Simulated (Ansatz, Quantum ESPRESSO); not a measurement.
PbS: 3 runs at one level of theory

```xyz
2
Lattice="0.0000 2.9657 2.9657 2.9657 0.0000 2.9657 2.9657 2.9657 0.0000" Properties=species:S:1:pos:R:3 pbc="T T T"
Pb    0.0000    0.0000    0.0000
S     2.9657    2.9657    2.9657
```

Alike in all runs: task single point; functional PBE; k mesh 4 × 4 × 4; occupations fermi-dirac, width 0.05 eV; no spin polarisation; no spin-orbit coupling. Pressure is positive in compression and, in plane waves, holds the error of the finite cutoff, which Ansatz's Pulay term estimates and takes out.

```
                             program and potentials  plane-wave cutoff (eV)                                                             notes  band gap (eV)  pressure (GPa)
Quantum ESPRESSO, PseudoDojo 0.4.1 SR LDA stringent                     980  potentials made for LDA; 14 valence electrons an atom on average           0.39            1.51
                     Quantum ESPRESSO, SG15 PBE 1.2                     762                           10 valence electrons an atom on average           0.36            2.30
          Ansatz, PAW datasets made for the crystal                     260                           10 valence electrons an atom on average           0.36            2.30
```

The band gap spans 0.36 (Ansatz, PAW datasets made for the crystal) to 0.39 eV (Quantum ESPRESSO, PseudoDojo 0.4.1 SR LDA stringent). The pressure spans 1.51 (Quantum ESPRESSO, PseudoDojo 0.4.1 SR LDA stringent) to 2.30 GPa (Ansatz, PAW datasets made for the crystal). Some sets were made for another functional than the one run, which can shift their rows. Spin-orbit coupling, left out here, moves the band edges of heavy atoms. The k mesh is coarse, so the values compare programs but aren't converged.

The functional is the same throughout but for its coding, so the spread measures potentials, basis and numerics; runs on potential files found faulty are left out.

The two runs with potentials made for PBE agree on both gap and pressure, so the treatment of the core, norm-conserving or PAW, hardly matters here. The outlier, at 1.51 GPa, differs both in the functional behind its potentials and in its larger valence space. Either could lower the pressure, and these rows can't separate them.

The positive pressure in every run means that PBE would expand this cell, which is close to the measured one, in line with the functional's usual underbinding. Expansion should also widen the gap. In lead chalcogenides the valence edge at L has antibonding Pb 6s–chalcogen p character, so it falls as the bonds lengthen, and the gap shrinks under compression, unlike in most semiconductors.

The small gap resembles the measured one, but this is probably in part a cancellation: spin-orbit coupling would lower the Pb 6p conduction edge and narrow the gap, while semilocal functionals tend to make gaps too small. The agreement between programs therefore supports their numerical consistency, not the accuracy of PBE for the gap.
